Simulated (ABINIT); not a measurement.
# CuO (Tenorite) (P1) in ABINIT: single point with PBEsol

Aim: the single point of CuO (Tenorite) with PBEsol.

All numbers are computed with ABINIT 10.8.3 (patched build); they aren't measurements. Logs are shortened: lines on timing, memory, paths and dates and some standing lists are left out, and cuts for length are marked. The log counts tension as positive stress, the text compression.

**1. The cell of the first run**

The typed cell holds 4 atoms: a = 2.904 Å, b = 2.904 Å, c = 5.132 Å, α = 97.78°, β = 97.78°, γ = 72.32°.

**2. Single point, PBEsol (atoms moved at random, drawn with an rms of 0.05 Å)**

File run.abi:

```
pp_dirpath "./"
pseudos "Cu.GGA_PBE-JTH.xml, O.GGA_PBE-JTH.xml"

acell 3*1.0
rprim
     4.4307463581    -3.2378567419     0.0000000000
     4.4307463581     3.2378567419     0.0000000000
    -1.6262120467     0.0000000000     9.5609491272
ntypat 2
znucl 29 8
natom 4
typat 1 1 2 2
xred
     0.5057020000    -0.0099960000     0.4952360000
     0.0115430000     0.5010150000    -0.0027230000
     0.4001180000     0.5775250000     0.7609880000
     0.5763470000     0.4140770000     0.2581400000
chkprim 0
chksymtnons 0
tolsym 1.0e-6

ecut 26.0
pawecutdg 48.0
pawxcdev 0

kptopt 1
ngkpt 10 10 5
nshiftk 1
shiftk 0.0 0.0 0.0

ixc -116133

nband 30
occopt 3
tsmear 0.00183747

nstep 100
tolvrs 1.0e-9

iomode 3
prtwf 0
prtden 0
prteig 0
prtebands 0
enunit 2
```

Potentials or basis: JTH PAW PBE v2.0.

On the command line:

```
> abinit run.abi > log 2>&1
```

run.abo:

```text
.Version 10.8.3 of ABINIT
 Symmetries : space group P1 (#  1); Bravais aP (primitive triclinic)
================================================================================
 Values of the parameters that define the memory need of the present run
     intxc =       0    ionmov =       0      iscf =      17    lmnmax =      18
     lnmax =       6     mgfft =      48  mpssoang =       3    mqgrid =    3001
     natom =       4  nloc_mem =       2    nspden =       1   nspinor =       1
    nsppol =       1      nsym =       1    n1xccc =       1    ntypat =       2
    occopt =       3   xclevel =       2
       mpw =        1751          nfft =       34992          nkpt =         252
 PAW method is used; the additional fine FFT grid is defined by:
   mgfftf=        64    nfftf =     82944
================================================================================
================================================================================

--------------------------------------------------------------------------------
------------- Echo of variables that govern the present computation ------------
--------------------------------------------------------------------------------
 -outvars: echo values of preprocessed input variables --------
            acell      1.0000000000E+00  1.0000000000E+00  1.0000000000E+00 Bohr
              amu      6.35460000E+01  1.59994000E+01
          chkprim           0
      chksymtnons           0
             ecut      2.60000000E+01 Hartree
           enunit           2
                       outvar_i_n : Printing only first  50 k-points.
              ixc     -116133
                       outvar_i_n : Printing only first  50 k-points.
         kptrlatt       10    0    0      0   10    0      0    0    5
          kptrlen      4.84913172E+01
            natom           4
            nband          30
            ngfft          27      27      48
          ngfftdg          36      36      64
             nkpt         252
            nstep         100
             nsym           1
           ntypat           2
                       prtocc : prtvol=0, do not print more k-points.
           occopt           3
        pawecutdg      4.80000000E+01 Hartree
         pawxcdev           0
           prtden           0
        prtebands           0
           prteig           0
            prtwf           0
            rprim      4.4307463581E+00 -3.2378567419E+00  0.0000000000E+00
                       4.4307463581E+00  3.2378567419E+00  0.0000000000E+00
                      -1.6262120467E+00  0.0000000000E+00  9.5609491272E+00
          spgroup           1
           tolsym      1.00000000E-06
           tolvrs      1.00000000E-09
           tsmear      1.83747000E-03 Hartree
            typat      1  1  2  2
           useylm           1
                       outvars : Printing only first  50 k-points.
           xangst      7.3607957574E-01 -8.8359695259E-01  2.5056150397E+00
                       1.2041124034E+00  8.3866132422E-01 -1.3776845288E-02
                       1.6373591212E+00  3.0396915359E-01  3.8501703790E+00
                       2.1000541289E+00 -2.7803341781E-01  1.3060429095E+00
            xcart      1.3909888050E+00 -1.6697562461E+00  4.7349262020E+00
                       2.2754426672E+00  1.5848402152E+00 -2.6034464473E-02
                       3.0941603088E+00  5.7441845101E-01  7.2757675544E+00
                       3.9685271532E+00 -5.2540701351E-01  2.4680634077E+00
             xred      5.0570200000E-01 -9.9960000000E-03  4.9523600000E-01
                       1.1543000000E-02  5.0101500000E-01 -2.7230000000E-03
                       4.0011800000E-01  5.7752500000E-01  7.6098800000E-01
                       5.7634700000E-01  4.1407700000E-01  2.5814000000E-01
            znucl       29.00000    8.00000

================================================================================

 chkinp: Checking input parameters for consistency.

================================================================================
== DATASET  1 ==================================================================

--- !DatasetInfo
iteration_state: {dtset: 1, }
dimensions: {natom: 4, nkpt: 252, mband: 30, nsppol: 1, nspinor: 1, nspden: 1, mpw: 1751, }
cutoff_energies: {ecut:  26.0, pawecutdg:  48.0, }
electrons: {nelect:   5.00000000E+01, charge:   0.00000000E+00, occopt:   3.00000000E+00, tsmear:   1.83747000E-03, }
meta: {optdriver: 0, ionmov: 0, optcell: 0, iscf: 17, paral_kgb: 0, }
...

 Real(R)+Recip(G) space primitive vectors, cartesian coordinates (Bohr,Bohr^-1):
 R(1)=  4.4307464 -3.2378567  0.0000000  G(1)=  0.1128478 -0.1544231  0.0191942
 R(2)=  4.4307464  3.2378567  0.0000000  G(2)=  0.1128478  0.1544231  0.0191942
[... 111 lines left out ...]

================================================================================

 ----iterations are completed or convergence reached----

 Mean square residual over all n,k,spin=   67.920E-09; max=  22.685E-05
 reduced coordinates (array xred) for    4 atoms
       0.505702000000     -0.009996000000      0.495236000000
       0.011543000000      0.501015000000     -0.002723000000
       0.400118000000      0.577525000000      0.760988000000
       0.576347000000      0.414077000000      0.258140000000
 rms dE/dt=  1.1763E-01; max dE/dt=  2.1919E-01; dE/dt below (all hartree)
    1       0.032950159433      0.003546321746     -0.164309319075
    2       0.126891113298      0.063046188453     -0.183307907256
    3      -0.128869988382     -0.025271679999      0.219189019419
    4      -0.030617284614     -0.041231701604      0.127797887374

 cartesian coordinates (angstrom) at end:
    1      0.73607957574307    -0.88359695259134     2.50561503968384
    2      1.20411240339132     0.83866132422229    -0.01377684528802
    3      1.63735912117501     0.30396915359061     3.85017037900905
    4      2.10005412891950    -0.27803341780848     1.30604290952998

 cartesian forces (hartree/bohr) at end:
    1     -0.00410604626799     0.00453040734054     0.01647058625562
    2     -0.02142150603154     0.00984890811173     0.01551252017259
    3      0.01740705041507    -0.01600820147875    -0.01998117986814
    4      0.00812050188446     0.00162888602649    -0.01200192656008
 frms,max,avg= 1.3772987E-02 2.1421506E-02  -1.250E-05  1.023E-05  1.436E-05 h/b

 cartesian forces (eV/Angstrom) at end:
    1     -0.21114138839652     0.23296291211827     0.84695159838561
    2     -1.10153812934536     0.50645121783284     0.79768585958393
    3      0.89510652161458    -0.82317481717324    -1.02747358013263
    4      0.41757299612730     0.08376068722213    -0.61716387783690
 frms,max,avg= 7.0823548E-01 1.1015381E+00  -6.429E-04  5.258E-04  7.382E-04 e/A
 length scales=  1.000000000000  1.000000000000  1.000000000000 bohr
              =  0.529177210544  0.529177210544  0.529177210544 angstroms
 Fermi (or HOMO) energy (hartree) =   0.20153   Average Vxc (hartree)=  -0.42907
 Eigenvalues (hartree) for nkpt= 252  k points:
 kpt#   1, nband= 30, wtk=  0.00200, kpt=  0.0000  0.0000  0.0000 (reduced coord)
  -3.92596   -3.92265   -2.37126   -2.36956   -2.36757   -2.36595   -2.35397   -2.35145
  -0.52902   -0.47983   -0.10009   -0.00495    0.00937    0.06930    0.07656    0.08117
   0.09112    0.09864    0.11106    0.11355    0.11783    0.12243    0.12631    0.14281
   0.20979    0.23574    0.26142    0.41750    0.49821    0.68496
      occupation numbers for kpt#   1
   2.00000    2.00000    2.00000    2.00000    2.00000    2.00000    2.00000    2.00000
   2.00000    2.00000    2.00000    2.00000    2.00000    2.00000    2.00000    2.00000
   2.00000    2.00000    2.00000    2.00000    2.00000    2.00000    2.00000    2.00000
   0.02212    0.00000    0.00000    0.00000    0.00000    0.00000
 prteigrs : prtvol=0 or 1, do not print more k-points.

 Fermi (or HOMO) energy (eV) =   5.48398   Average Vxc (eV)= -11.67558
 Eigenvalues (   eV  ) for nkpt= 252  k points:
 kpt#   1, nband= 30, wtk=  0.00200, kpt=  0.0000  0.0000  0.0000 (reduced coord)
-106.83073 -106.74061  -64.52533  -64.47891  -64.42489  -64.38065  -64.05475  -63.98623
 -14.39533  -13.05697   -2.72348   -0.13475    0.25492    1.88584    2.08324    2.20885
   2.47953    2.68400    3.02216    3.08998    3.20619    3.33163    3.43719    3.88615
   5.70865    6.41482    7.11355   11.36085   13.55692   18.63865
 prteigrs : prtvol=0 or 1, do not print more k-points.

--- !EnergyTerms
iteration_state     : {dtset: 1, }
comment             : Components of total free energy in Hartree
kinetic             :  3.68300708084797E+01
hartree             :  1.04199274579757E+02
xc                  : -1.11806960910964E+01
Ewald energy        : -2.48224143490222E+02
psp_core            :  1.52386631135444E+01
local_psp           : -2.62786504664435E+02
PAW spherical_terms : -6.18939269040779E+01
internal            : -4.27817262648050E+02
'-kT*entropy'       : -6.92310274793481E-04
total_energy        : -4.27817954958325E+02
total_energy_eV     : -1.16415196153367E+04
...

--- !EnergyTermsDC
iteration_state     : {dtset: 1, }
comment             : '"Double-counting" decomposition of free energy'
band_energy         : -4.36746384746887E+01
Ewald energy        : -2.48224143490222E+02
psp_core            :  1.52386631135444E+01
xc_dc               : -1.00827658442520E+02
PAW spherical_terms : -5.03294864433617E+01
internal            : -4.27817263737249E+02
'-kT*entropy'       : -6.92310274793481E-04
total_energy_dc     : -4.27817956047524E+02
total_energy_dc_eV  : -1.16415196449753E+04
...

--- !EnergyTermsWithPAWCore
iteration_state     : {dtset: 1, }
comment             : 'Components of total free energy, including PAW core contributions'
Total energy        : -3.45725808048901E+03
Total energy DC     : -3.45725808157821E+03
Total energy (eV)   : -9.40767849802253E+04
Total energy DC (eV): -9.40767850098639E+04
...

 Cartesian components of stress tensor (hartree/bohr^3)
  sigma(1 1)=  4.70087532E-05  sigma(3 2)= -2.42638492E-05
  sigma(2 2)=  9.14190285E-06  sigma(3 1)=  7.43826943E-05
  sigma(3 3)=  1.07445657E-04  sigma(2 1)=  2.52391345E-07

-Cartesian components of stress tensor (GPa)         [Pressure= -1.6044E+00 GPa]
- sigma(1 1)=  1.38304527E+00  sigma(3 2)= -7.13867090E-01
- sigma(2 2)=  2.68964068E-01  sigma(3 1)=  2.18841442E+00
- sigma(3 3)=  3.16116037E+00  sigma(2 1)=  7.42560975E-03

== END DATASET(S) ==============================================================
================================================================================

 -outvars: echo values of variables after computation  --------
            acell      1.0000000000E+00  1.0000000000E+00  1.0000000000E+00 Bohr
           etotal     -4.2781795605E+02
            fcart     -4.1060462680E-03  4.5304073405E-03  1.6470586256E-02
                      -2.1421506032E-02  9.8489081117E-03  1.5512520173E-02
                       1.7407050415E-02 -1.6008201479E-02 -1.9981179868E-02
                       8.1205018845E-03  1.6288860265E-03 -1.2001926560E-02
            rprim      4.4307463581E+00 -3.2378567419E+00  0.0000000000E+00
                       4.4307463581E+00  3.2378567419E+00  0.0000000000E+00
                      -1.6262120467E+00  0.0000000000E+00  9.5609491272E+00
           strten      4.7008753246E-05  9.1419028509E-06  1.0744565696E-04
                      -2.4263849217E-05  7.4382694350E-05  2.5239134540E-07
           xangst      7.3607957574E-01 -8.8359695259E-01  2.5056150397E+00
                       1.2041124034E+00  8.3866132422E-01 -1.3776845288E-02
                       1.6373591212E+00  3.0396915359E-01  3.8501703790E+00
                       2.1000541289E+00 -2.7803341781E-01  1.3060429095E+00
             xred      5.0570200000E-01 -9.9960000000E-03  4.9523600000E-01
                       1.1543000000E-02  5.0101500000E-01 -2.7230000000E-03
                       4.0011800000E-01  5.7752500000E-01  7.6098800000E-01
                       5.7634700000E-01  4.1407700000E-01  2.5814000000E-01
 Calculation completed.
```

It took 9.8 min on 1 thread of Intel Xeon 6975P-C (Granite Rapids), shared host; peak memory 0.42 GiB.

Results:

```
Free energy                                           : -11641.5196 eV
Pressure                                              : -1.6 GPa
Largest force                                         : 1.592 eV/Å
Band gap on the k mesh                                : none (metal or under the smearing width)
Valence electrons inside the program's atomic spheres : Cu 17.31, 17.32; O 4.49
```

Forces in eV/Å, atoms in the order of the input:
```
Cu  -0.211  0.233  0.847
Cu  -1.102  0.506  0.798
O    0.895 -0.823 -1.027
O    0.418  0.084 -0.617
```

Stress tensor (GPa, compression positive):
```
-1.38 -0.01 -2.19
-0.01 -0.27  0.71
-2.19  0.71 -3.16
```

Levels at points of the mesh, in eV from the Fermi level:
```csv
k point,band 23,band 24,band 25,band 26,band 27,band 28
"(0.00, 0.00, 0.00)",-2.05,-1.60,0.22,0.93,1.63,5.88
"(0.50, 0.00, 0.00)",-1.46,-1.36,0.00,0.27,4.81,6.19
"(0.00, 0.50, 0.00)",-1.46,-1.33,-0.11,0.36,4.76,6.17
"(0.50, 0.50, 0.00)",-1.67,-1.18,-0.63,1.02,3.25,6.86
```

Caveat: the PAW data sets were made with another functional, which shifts forces and pressure a little; the run has no spin polarisation, though such a crystal can be magnetic; semilocal functionals often make such compounds metallic where correlation or magnetic order opens a gap, which also shifts bond lengths.
